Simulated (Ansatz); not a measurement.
## A series in volume per atom on Ge

All results are calculated (Ansatz 0.2.0). Periodic Kohn-Sham DFT of a crystal at fixed atoms; pressure and stress are positive in compression; the energy is the free energy less that of spherical unpolarised free atoms; site moments are those in the method's own spheres, positive along +z.

Cell of the first row (space group Pm-3m, No. 221):
```
CELL_PARAMETERS angstrom
2.67540 0.00000 0.00000
0.00000 2.67540 0.00000
0.00000 0.00000 2.67540
ATOMIC_POSITIONS crystal
Ge 0.00000 0.00000 0.00000
```

Settings of every row: method all-electron LAPW; functional PBE; relativity scalar; k mesh 13x13x13; filling fermi-dirac; smearing width 0.05 eV; basis error target 0.25 meV/atom; nucleus gaussian.

Atom start moment: 0 on all atoms.

Limits: the cell comes from a prototype or a list of computed structures and needn't be the stable phase.

```csv
row,volume per atom (Å³),energy less free atoms (eV/atom),pressure (GPa)
1,19.15,-4.2635,3.06
2,19.549,-4.2691,1.459
3,19.948,-4.2709,0.03
4,20.347,?,?
5,20.746,-4.2648,-2.39
```

Question: what energy less free atoms and pressure should row 4 give?

Worked fit of energy less free atoms. Take u = (V_r/V)^(2/3) − 1 with V_r = 19.748 Å³ an atom, which is twice the finite (Eulerian) strain; such expansions in the strain, on which the Birch-Murnaghan equation of state is built, carry the rest volume and the bulk modulus. The shown rows have u = 0.02071, 0.00677, -0.0067, -0.03233. Least squares give energy less free atoms = −4.27044 + 0.1358 × u + 9.598 × u² eV/atom; a straight line predicts inner rows, each left out in turn, worse (root mean square 0.0042 against 4.4e-05 eV/atom). All shown rows lie on it to the printed digit. Its lowest point lies at u = -0.0071, or V = 19.96 Å³ an atom, and the curvature there gives the bulk modulus at fixed shape and fractions, B = (4/9)(1 + u)² E″(u)/V = 67.5 GPa. The withheld row has u = -0.01972, so the fit gives −4.27044 + 0.1358 × (-0.01972) + 9.598 × (-0.01972)² = -4.2694 eV/atom.

The calculation gave -4.2694 eV/atom. The fit meets it to the printed digit.

Worked fit of pressure. Take u = (V_r/V)^(2/3) − 1 with V_r = 19.748 Å³ an atom, which is twice the finite (Eulerian) strain; such expansions in the strain, on which the Birch-Murnaghan equation of state is built, carry the rest volume and the bulk modulus. The shown rows have u = 0.02071, 0.00677, -0.0067, -0.03233. Least squares give pressure = 0.7271 + 106.288 × u + 305.59 × u² GPa; a straight line predicts inner rows, each left out in turn, worse (root mean square 0.13 against 0.0034 GPa). The rows lie off it by 0.001, -0.002, 0.001, 0.000. The pressure vanishes at u = -0.0070, or V = 19.96 Å³ an atom, and there the bulk modulus at fixed shape and fractions is B = −V dP/dV = (2/3)(1 + u) dP/du = 67.5 GPa. The withheld row has u = -0.01972, so the fit gives 0.7271 + 106.288 × (-0.01972) + 305.59 × (-0.01972)² = -1.250 GPa.

The calculation gave -1.247 GPa. The fit lies 0.003 GPa (0.055 % of the column's range) below it; its largest miss of a shown row is 0.002 GPa.
